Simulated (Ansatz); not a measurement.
# Zr in Ansatz: the effect of functional

Zr:

```
CELL_PARAMETERS angstrom
3.23200 0.00000 0.00000
-1.61600 2.79899 0.00000
0.00000 0.00000 5.14700
ATOMIC_POSITIONS crystal
Zr 0.33465 0.67413 0.25390
Zr 0.66535 0.32587 0.74610
```

The cell isn't the ideal one: atom 2 moved 0.06 Å.

Alike in all runs:

```yaml
Program: Ansatz 0.2.0
Task: band structure
Potentials_or_basis: Ansatz PAW
k_mesh: 9 × 9 × 5
Occupations: fermi-dirac, width 0.05 eV
Spin: no spin polarisation
```

| functional | cutoff | pressure (GPa) | largest force (eV/Å) |
| --- | --- | --- | --- |
| LDA | 420 eV (not typed: the program's choice for these potentials) | -6.0 | 0.14 |
| PBE | 420 eV (not typed: the program's choice for these potentials) | 0.5 | 0.17 |
| PBEsol | 420 eV (not typed: the program's choice for these potentials) | -3.2 | 0.15 |
| RPBE | 420 eV (not typed: the program's choice for these potentials) | 2.8 | 0.17 |
| revPBE | 420 eV (not typed: the program's choice for these potentials) | ? | ? |
| BLYP | 420 eV (not typed: the program's choice for these potentials) | 3.7 | 0.18 |
| r2SCAN | 500 eV (not typed: the program's choice for these potentials) | 0.9 | 0.16 |

**Question.** What does the run with functional revPBE give?

**Answer.** Pressure 2.1 GPa; largest force 0.17 eV/Å.

Caveats: the PAW data sets come from PBE, with cores solved anew for the run's functional, which leaves a small shift of forces and pressure (some runs).
